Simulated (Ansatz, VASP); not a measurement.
**B in VASP and in Ansatz**

The input INCAR:

```
ALGO = Normal
EDIFF = 1E-7
ENCUT = 520
GGA = PE
ISIF = 2
ISMEAR = -1
LASPH = T
LCHARG = F
LREAL = F
LWAVE = F
NBANDS = 8
NELM = 80
PREC = Accurate
SIGMA = 0.05
```

File KPOINTS:

```
k-points
0
Gamma
  24 24 24
```

POSCAR

```
B
1.0
    0.0000000000      1.4330658715      1.4330658715
    1.4330658715      0.0000000000      1.4330658715
    1.4330658715      1.4330658715      0.0000000000
B
1
Direct
    0.0000000000      0.0000000000      0.0000000000
```

Input for Ansatz:

```yaml
crystal:
  lattice:
    - [0.0, 1.4330658715, 1.4330658715]
    - [1.4330658715, 0.0, 1.4330658715]
    - [1.4330658715, 1.4330658715, 0.0]
  atoms:
    - { symbol: B, position: [0.0, 0.0, 0.0] }
kpoints:
  mp_grid: { grid: [24, 24, 24] }
scf:
  occupations: { method: fermi_dirac, width: 0.05 }
hamiltonian:
  xc: pbe
  pseudopotentials: { kind: nc }
output:
  forces: true
  stress: true
  eigenvalues: true
```

Change from the starting cell: volume scaled by 1, norm-conserving files.

Alike in both runs: task single point; functional PBE; k mesh 24 × 24 × 24; occupations fermi-dirac, width 0.05 eV; no spin polarisation.

|  | VASP | Ansatz |
| --- | --- | --- |
| version | VASP 6.6.1 | Ansatz 0.2.0 |
| potentials or method | VASP PAW PBE potentials, release 64 (B) | norm-conserving pseudopotentials, scalar-relativistic |
| plane-wave cutoff (eV) | 520 | 1116 |
| valence electrons in the cell | 3 | 3 |

|  | VASP | Ansatz | Ansatz less VASP |
| --- | --- | --- | --- |
| pressure (GPa) | 0.0 | 0.0 | 0.00 |

With one functional, cell and mesh, what is left measures potentials, basis and numerics.
